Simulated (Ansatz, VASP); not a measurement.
# GaH2O2: VASP beside Ansatz

Aim: how closely do two programs agree when they are given the same cell, functional and k mesh? The structure shown is the start of the Ansatz relaxation below; VASP solves that cell, so the two are compared at the walk's first step.

Calculated with Ansatz 0.2.0; plane waves, with VASP 6.6.1 beside it; single point at PBE.

## 1. The structure

The cell holds 5 atoms: 1 Ga, 2 O and 2 H. Cell: a = 3.154 Å, b = 3.154 Å, c = 31.532 Å, α = 90.0°, β = 90.0°, γ = 120.0°. Vacuum lies along c. The height across the vacuum is the one that the program set for its solve, not the one typed.

## 2. Ansatz: relaxation, PBE

Ansatz runs on its default PAW (the set named soft_2) files.

The two programs are compared at the cell with which this relaxation starts, whose forces are those of its first step.

input.yaml

```yaml
crystal:
  lattice:
    - [3.15380319, 0.0, 0.0]
    - [-1.57690159, 2.73127368, 0.0]
    - [0.0, 0.0, 19.97552948]
  atoms:
    - { symbol: Ga, position: [0.66666667, 0.33333333, 0.5] }
    - { symbol: O, position: [0.0, 0.0, 0.54971595] }
    - { symbol: O, position: [0.33333333, 0.66666667, 0.45028405] }
    - { symbol: H, position: [0.0, 0.0, 0.59676278] }
    - { symbol: H, position: [0.33333333, 0.66666667, 0.40323722] }
  periodic: [true, true, false]
kpoints:
  mp_grid: { grid: [10, 10, 1] }
scf:
  occupations: { method: fermi_dirac, width: 0.05 }
hamiltonian:
  xc: pbe
  pseudopotentials: { kind: paw }
output:
  forces: true
  stress: true
relax:
  f_tol: 0.02
  max_steps: 50
  cell: {}
```

The run is started by

```bash
$ ansatz run input.yaml --threads 4 --pin off --max-ram 8192MiB --backend cpu --events-out ev --progress --plain --runs-dir out
```

Numbers of over 12 decimals in the logs are rounded to 6 here.

Output:

```text
Warning: crystal.periodic: the lattice vector that does not repeat stood 0.000° off the slab's normal, 19.976 Å along it as the deck builds it. The run solves the slab on a vector along the normal, 31.532 Å long, with every atom where it was (on the deck's vector they left 16.11 Å outside them, and the widest stretch free of ions among them is 0.99 Å). A fractional position that the run reports is one of the run's ce [...]
crystal.periodic: the lattice vector that does not repeat stood 0.000° off the slab's normal, 19.976 Å along it as the deck builds it. The run solves the slab on a vector along the normal, 31.532 Å long, with every atom where it was (on the deck's vector they left 16.11 Å outside them, and the widest stretch free of ions among them is 0.99 Å). A fractional position that the run reports is one of the run's cell, which [...]
Engine: ansatz 0.2.0, x86_64-unknown-linux-gnu
Pseudopotentials: kind: paw
Pseudopotential: Ga, paw, valence charge 13, recommended cutoff 420 eV (normal), Ga.paw.azcp
Pseudopotential: O, paw, valence charge 6, recommended cutoff 420 eV (normal), O.paw.azcp
Pseudopotential: H, paw, valence charge 1, recommended cutoff 420 eV (normal), H.paw.azcp
Functional definition: PBE
  parameter kappa = 0.804
  parameter beta = 0.066725
  exchange = pbe_x(kappa = kappa, mu = beta*pi^2/3)
  correlation = pbe_c(beta = beta)
Crystal: 5 atoms, lattice volume = 271.610 Å³
Basis set: ecut = 420 eV, 5241 PW (Γ), exchange–correlation on 48×48×432 points (8 copies of the dense FFT grid, shifted against one another)
Bands: 19, of which v1, the nominal top of the filled ones, is band 14 counted from 1 (13 counted from 0)
Symmetry: 12 space group operations
Space group: P-3m1 (ITA 164), of the structure as read, at distance tolerance 6.5e-5 Å
k-points: 14 of 100
Non-local potential: Ga, projectors of the file, l = 0: 2, l = 1: 2, l = 2: 3, l = 3: 1
Non-local potential: O, projectors of the file, l = 0: 2, l = 1: 2, l = 2: 1
Non-local potential: H, projectors of the file, l = 0: 2, l = 1: 1
PAW form: soft (Blöchl's): semilocal exchange-correlation on the pseudo side does not see the compensation charge
PAW one-centre angular grid: Ga, 590 points (default); XC on 64 Gauss nodes
PAW one-centre angular grid: O, 110 points (default); XC on 64 Gauss nodes
PAW one-centre angular grid: H, 110 points (default); XC on 64 Gauss nodes
Initial density: superposition of atomic densities (neutral atoms: chi_scale 0, normalization atom), corrected by the library's trained network
Initial wavefunctions: pseudopotential atomic-orbital guess
[...]
SCF 7 converged in 8 iterations: F = -4949.038389 eV  dr2 = 2.05e-7
relax step   7: F+E_penalty+E_count = -4949.03838859 eV  Δ(F+E_penalty+E_count) = +2.577e-3 eV  max|allowed force component| = 1.057e-1 eV/Å  Δτ_max = 0.0331 Å  P = -0.141 N/m  Ω = 324.110 Å³  energy of the carried Pulay correction = -1.268e-2 eV  fix = [c, alpha, beta]  reactions: c -0.000 N/m  (8 SCF iters, dr2 threshold 5.00e-7 eV, accepted)
[...]
relax step   8: F+E_penalty+E_count = -4949.04371135 eV  Δ(F+E_penalty+E_count) = -5.323e-3 eV  max|allowed force component| = 4.880e-3 eV/Å  Δτ_max = 0.0184 Å  P = +0.058 N/m  Ω = 320.369 Å³  energy of the carried Pulay correction = -9.211e-3 eV  fix = [c, alpha, beta]  reactions: c +0.000 N/m  (7 SCF iters, dr2 threshold 5.00e-7 eV, accepted)
[...]
relax step   9: F+E_penalty+E_count = -4949.04309834 eV  Δ(F+E_penalty+E_count) = +6.130e-4 eV  max|allowed force component| = 2.623e-3 eV/Å  Δτ_max = 0.0003 Å  P = +0.000 N/m  Ω = 321.103 Å³  energy of the carried Pulay correction = -9.867e-3 eV  fix = [c, alpha, beta]  reactions: c +0.000 N/m  (8 SCF iters, dr2 threshold 4.37e-9 eV, accepted)
[...]
relax step  10: F+E_penalty+E_count = -4949.05347640 eV  Δ(F+E_penalty+E_count) = -1.038e-2 eV  max|allowed force component| = 9.980e-4 eV/Å  Δτ_max = 0.0000 Å  P = +0.044 N/m  Ω = 321.103 Å³  fix = [c, alpha, beta]  reactions: c +0.000 N/m  stress off target by 4.41e-2 N/m on what of the cell is left free  SCF on the basis re-selected at this cell (its energy is not comparable with the rows above)  (12 SCF iters)
basis re-selected at this cell: Δ(F+E_penalty+E_count) = -1.038e-2 eV, ΔP = +0.044 N/m vs the last step (what re-selecting the basis moved, of the pressure what is left beyond the Pulay correction that the steps carried, after the strain that the cell walked since its last selection, with what the two solves' SCF thresholds leave and, on support functions, any second-order correction that the steps lacked; it is no m [...]
SCF converged after 12 iterations
Free energy (F): -4949.053476 eV
Harris-Foulkes:  -4949.053476 eV  (|F-HF|=5.18e-11)
Internal energy: -4949.033367 eV  (E = F + TS)
E sigma→0 (E₀):  -4949.043422 eV
Entropy (-TS):   -0.020109 eV (-4.022 meV/atom)
Fermi energy:    -1.794340 eV
--- Per-component energies (eV) ---
  E_band       = -385.402798
  E_kinetic    = 490.549594
  E_local      = -46676.951738  (includes V_loc(G=0)·N_el)
  E_nonlocal   = 527.318094
  E_hartree    = 23014.616066
  E_xc         = -231.810158
  E_vxc        = -265.637568  (∫ρ·V_xc dr)
  E_paw        = -2309.302713  (= ΣΔE_a)
  E_vpaw       = -489.915653  (= ΣTr[D̂ρ^β])
  E_aug_tail   = 0.002399  (compensation charges beyond the density's cutoff)
  E_ewald      = 20236.545089
  E_smearing   = -0.020109  (= −TS)
  E_closure    = -0.000000  (closes the sum)
  Σ components = -4949.053476   (vs F -4949.053476, Δ=0.00e0)
--- Forces (eV/Å), atoms counted from 1 ---
  atom   1  Ga     0.00000000     0.00000000     0.00000000
  atom   2  O      0.00000000     0.00000000    -0.00099803
  atom   3  O     -0.00000000    -0.00000000     0.00099803
  atom   4  H      0.00000000     0.00000000    -0.00034760
  atom   5  H     -0.00000000    -0.00000000     0.00034760
  max |Σ_I F_I| component: 1.08e-18 eV/Å
--- 2D stress c σ (N/m, compression-positive) ---
        0.044070       0.000000      -0.000000
        0.000000       0.044070       0.000000
       -0.000000       0.000000       0.000000
  P = ½ c Tr σ = 0.0441 N/m
--- Relaxed structure (8 steps of the walk, 8 accepted, 2 SCFs on fresh bases) ---
  F+E_penalty+E_count = -4949.05347640 eV   max|allowed force component| = 9.980e-4 eV/Å   (the final SCF, on the basis selected at the relaxed cell)
  cell:  # Å, volume = 321.1027 Å³
    - [3.429130, -3.138764821187784e-9, 0]
    - [-1.714565, 2.969714, 0]
    - [0, 0, 31.531551]
  atoms:
    - { symbol: Ga, position: [0.666667, 0.333333, 0.316755] }
    - { symbol: O, position: [-2.4401131576796374e-17, -1.6086346443103148e-17, 0.349061] }
    - { symbol: O, position: [0.333333, 0.666667, 0.284449] }
    - { symbol: H, position: [-2.4978137789957425e-17, -1.6374849550141056e-17, 0.380216] }
    - { symbol: H, position: [0.333333, 0.666667, 0.253293] }
```

Reading the cycles: dr2 is the Hartree energy of the density residual (eV), the measure of convergence; HF is the Harris–Foulkes estimate of the energy, which meets the free energy F at convergence.

## 3. VASP: single point, PBE, start cell

The same cell, functional, mesh and smearing now go to VASP, with its own data sets.

Lines of VASP's logs that name or quote its potential files are left out, and so is its time.

INCAR

```
SYSTEM = GaH2O2
PREC = Accurate
ENCUT = 520
EDIFF = 1E-06
NELM = 120
ISMEAR = -1
SIGMA = 0.05
LREAL = .FALSE.
ALGO = Normal
GGA = PE
NBANDS = 19
LORBIT = 11
LWAVE = .FALSE.
LCHARG = .FALSE.
ISIF = 2
LDIPOL = .TRUE.
IDIPOL = 3
DIPOL = 0.5 0.5 0.317
LVHAR = .TRUE.
LASPH = .TRUE.
GGA_COMPAT = .FALSE.
NELMDL = -8
KPAR = 2
```

POSCAR

```
GaH2O2
1.0
    3.1538030000      0.0000000000      0.0000000000
   -1.5769020000      2.7312740000      0.0000000000
    0.0000000000      0.0000000000     31.5315510000
Ga O H
1 2 2
Direct
    0.6666669391      0.3333334554      0.3167546373
    0.0000000000      0.0000000000      0.3482501384
    0.3333333780      0.6666665446      0.2852591044
    0.0000000000      0.0000000000      0.3780547617
    0.3333333780      0.6666665446      0.2554545128
```

KPOINTS

```
Automatic mesh
0
Gamma
10 10 1
0 0 0
```

PAW data sets: Ga_d, O and H (PBE family, release 64).

The run is started by

```bash
$ mpirun -np 2 vasp_std
```

Output:

```text
[banner, memory and clock lines left out]
running    2 mpi-ranks, on    1 nodes
 distrk:  each k-point on    1 cores,    2 groups
 distr:  one band on    1 cores,    1 groups

 POSCAR found type information on POSCAR GaO H
 POSCAR found :  3 types and       5 ions
 LDA part: xc-table for (Slater+PW92), standard interpolation
 POSCAR, INCAR and KPOINTS ok, starting setup
 FFT: planning ... GRIDC
 FFT: planning ... GRID_SOFT
 FFT: planning ... GRID
 WAVECAR not read
 entering main loop
       N       E                     dE             d eps       ncg     rms          rms(c)
DAV:   1     0.242511953997E+03    0.24251E+03   -0.11278E+04   580   0.114E+03
DAV:   2     0.186471380358E+02   -0.22386E+03   -0.21339E+03   713   0.278E+02
DAV:   3    -0.253354354920E+02   -0.43983E+02   -0.43657E+02   670   0.131E+02
DAV:   4    -0.269952072490E+02   -0.16598E+01   -0.16281E+01   714   0.307E+01
DAV:   5    -0.270336237678E+02   -0.38417E-01   -0.38307E-01   672   0.368E+00
DAV:   6    -0.270353455985E+02   -0.17218E-02   -0.17213E-02   791   0.742E-01
DAV:   7    -0.270353632260E+02   -0.17627E-04   -0.17621E-04   702   0.586E-02
DAV:   8    -0.270353638299E+02   -0.60385E-06   -0.60401E-06   599   0.962E-03    0.112E+01
DAV:   9    -0.235010058174E+02    0.35344E+01   -0.15548E+01   801   0.477E+01    0.349E+00
DAV:  10    -0.235587468408E+02   -0.57741E-01   -0.11381E+00   633   0.666E+00    0.240E+00
DAV:  11    -0.235510843199E+02    0.76625E-02   -0.36912E-01   731   0.530E+00    0.998E-01
DAV:  12    -0.235291378004E+02    0.21947E-01   -0.12760E-01   826   0.347E+00    0.108E-01
DAV:  13    -0.235295746937E+02   -0.43689E-03   -0.52373E-03   646   0.554E-01    0.117E-01
DAV:  14    -0.235292858750E+02    0.28882E-03   -0.13241E-03   810   0.397E-01    0.214E-02
[...]
DAV:  18    -0.235292534460E+02   -0.28329E-04   -0.13829E-05   697   0.334E-02    0.226E-03
DAV:  19    -0.235292831596E+02   -0.29714E-04   -0.94367E-06   601   0.167E-02    0.272E-03
DAV:  20    -0.235293042482E+02   -0.21089E-04   -0.13308E-05   644   0.129E-02    0.257E-03
DAV:  21    -0.235293074572E+02   -0.32090E-05   -0.14907E-06   594   0.872E-03    0.755E-04
DAV:  22    -0.235293116086E+02   -0.41514E-05   -0.10536E-06   545   0.337E-03    0.316E-04
DAV:  23    -0.235293130065E+02   -0.13979E-05   -0.23687E-07   589   0.156E-03    0.379E-04
DAV:  24    -0.235293140500E+02   -0.10436E-05   -0.15669E-07   507   0.172E-03    0.206E-04
DAV:  25    -0.235293144966E+02   -0.44659E-06   -0.44155E-08   468   0.919E-04
   1 F= -.23529314E+02 E0= -.23525698E+02  d E =-.723276E-02
```

Parts of OUTCAR (step 3):

```text
ion  position               nearest neighbor table
   1  0.667  0.333  0.317-   2 2.07   3 2.07   2 2.07   2 2.07   3 2.07   3 2.07
   2  0.000  0.000  0.348-   4 0.94   1 2.07   1 2.07   1 2.07
   3  0.333  0.667  0.285-   5 0.94   1 2.07   1 2.07   1 2.07
   4  0.000  0.000  0.378-   2 0.94
   5  0.333  0.667  0.255-   3 0.94

  LATTYP: Found a hexagonal cell.
 ALAT       =     3.1538030000
 C/A-ratio  =     9.9979456548

 Subroutine GETGRP returns: Found 12 space group operations
 (whereof  6 operations were pure point group operations)

The static configuration has the point symmetry C_3v.
 The point group associated with its full space group is D_3d.

 Found     14 irreducible k-points:

   k-points           NKPTS =     14   k-points in BZ     NKDIM =     14   number of bands    NBANDS=     19

   dimension x,y,z NGX =    24 NGY =   24 NGZ =  240
   dimension x,y,z NGXF=    48 NGYF=   48 NGZF=  480

   ENCUT  =  520.0 eV  38.22 Ry    6.18 a.u.   5.86  5.86 58.63*2*pi/ulx,y,z

   NELECT =      27.0000    total number of electrons

 k-points in reciprocal lattice and weights: Automatic mesh
   0.00000000  0.00000000  0.00000000       0.010
   0.10000000  0.00000000  0.00000000       0.060
   0.20000000  0.00000000  0.00000000       0.060
   0.30000000  0.00000000  0.00000000       0.060
   0.40000000  0.00000000  0.00000000       0.060
   0.50000000  0.00000000  0.00000000       0.030
   0.10000000  0.10000000  0.00000000       0.060
   0.20000000  0.10000000  0.00000000       0.120
   0.30000000  0.10000000  0.00000000       0.120
[...]
0.40000000  0.20000000  0.00000000       0.060
   0.30000000  0.30000000  0.00000000       0.060

 dipolmoment           0.000000      0.000000      0.000005 electrons x Angstroem

 average (electrostatic) potential at core
       1 -74.2845       2 -80.7727       3 -80.7728       4 -44.8490       5 -44.8491

 E-fermi :  -1.0147

 k-point     1 :       0.0000    0.0000    0.0000
  band No.  band energies     occupation
    ...
     11      -7.8314      2.00000
     12      -7.6935      2.00000
     13      -7.6935      2.00000
     14      -3.8273      2.00000
     15      -1.7803      2.00000
     16      -0.4306      0.00002
     17       0.1291      0.00000
     18       1.4190      0.00000
     19       1.4730      0.00000

 k-point     2 :       0.1000    0.0000    0.0000
  band No.  band energies     occupation
    ...
     11      -8.1047      2.00000
     12      -7.8549      2.00000
     13      -7.5429      2.00000
     14      -3.3518      2.00000
     15      -1.5217      1.99992
     16      -0.2961      0.00000
     17       0.4567      0.00000
     18       1.6024      0.00000
     19       1.6777      0.00000

 k-point     3 :       0.2000    0.0000    0.0000
  band No.  band energies     occupation
    ...
     10      -9.4398      2.00000
     11      -8.5089      2.00000
     12      -8.4492      2.00000
     13      -7.4516      2.00000
     14      -2.3427      2.00000
     15      -0.9155      0.24160
     16       0.0309      0.00000
     17       1.2998      0.00000
     18       2.1358      0.00000
     19       2.2905      0.00000

  Total        4.2461415      4.2461430      6.6984490     -0.0000008      0.0000000      0.0000000
  in kB       25.0472401     25.0472490     39.5129694     -0.0000046      0.0000000      0.0000000
  external PRESSURE =      29.8691529 kB  Pullay stress =       0.0000000 kB

  energy-cutoff  :      520.00
  volume of cell :      271.61
      direct lattice vectors                 reciprocal lattice vectors
     3.153803000  0.000000000  0.000000000     0.317077509  0.183064811  0.000000000
    -1.576902000  2.731274000  0.000000000     0.000000000  0.366129506  0.000000000
     0.000000000  0.000000000 31.531551000     0.000000000  0.000000000  0.031714266

 POSITION                                       TOTAL-FORCE (eV/Angst)
 -----------------------------------------------------------------------------------
      1.57690      0.91043      9.98777         0.000000      0.000000      0.000000
      0.00000      0.00000     10.98087        -0.000000     -0.000000     -1.997940
      0.00000      1.82085      8.99466         0.000000      0.000000      1.997940
      0.00000      0.00000     11.92065         0.000000     -0.000000      2.780721
      0.00000      1.82085      8.05488        -0.000000      0.000000     -2.780721
 -----------------------------------------------------------------------------------
    total drift:                               -0.000502      0.000398      0.001427

  FREE ENERGIE OF THE ION-ELECTRON SYSTEM (eV)
  ---------------------------------------------------
  free  energy   TOTEN  =       -23.5293144966 eV

  energy  without entropy=      -23.5220817371  energy(sigma->0) =      -23.52569812

 vacuum level on the upper side and lower side of the slab         1.560         1.560

 total charge
# of ion       s       p       d       tot
------------------------------------------
    1        0.802   0.584  10.149  11.535
    2        1.596   3.576   0.000   5.172
    3        1.596   3.576   0.000   5.172
    4        0.643   0.155   0.000   0.797
    5        0.643   0.155   0.000   0.797
--------------------------------------------------
tot          5.280   8.046  10.149  23.474

[... 3 further parts left out ...]
```

## 4. Comparison

Known differences besides the potentials themselves: Ansatz cuts the interaction across the vacuum, VASP repeats the sheet with a dipole correction; the cutoff is 420 eV in Ansatz and 520 eV in VASP. Total energies have different zeros and are not compared.

Forces (eV/Å; atoms numbered as in POSCAR):

| atom | Ansatz x, y, z | VASP x, y, z |
| --- | --- | --- |
| Ga1 | 0.000, 0.000, 0.000 | 0.000, 0.000, 0.000 |
| O2 | 0.000, 0.000, -1.875 | 0.000, 0.000, -1.998 |
| O3 | 0.000, 0.000, 1.875 | 0.000, 0.000, 1.998 |
| H4 | 0.000, 0.000, 2.611 | 0.000, 0.000, 2.781 |
| H5 | 0.000, 0.000, -2.611 | 0.000, 0.000, -2.781 |

The forces differ by 76 meV/Å r.m.s., which is 6.1 % of the r.m.s. force of 1.250 eV/Å (both taken over all components). With vacuum in the cell, a pressure given here is an average over mostly empty space and none of the material.

## 5. Summary of results

| Property | Result |
| --- | --- |
| r.m.s. force difference (single point, PBE, start cell) | 6.1 % of the r.m.s. force |

In words: The r.m.s. force difference is 6.1 % of the r.m.s. force (single point, PBE, start cell), beyond the 3 % picked in this series as the mark of a large difference. What causes the difference of the single point, PBE, start cell pair stays open here. 1 further run of this series is not shown here. Such differences can come from data sets, numerical settings and the points named under the comparisons, not from the functional's error against experiment.

[Lines on the potential files, build, host, timing and source positions are cut from VASP's logs without a mark.]

[Logs are printed without paths, hosts, clocks, repeated set-up lines and the standing remarks that a program may print on its own settings, such as how far it seeks lower states.]

[Hosts, paths, dates, database ids (printed as entryN), source tags and the programs' standing remarks are cut or masked in the printed files.]
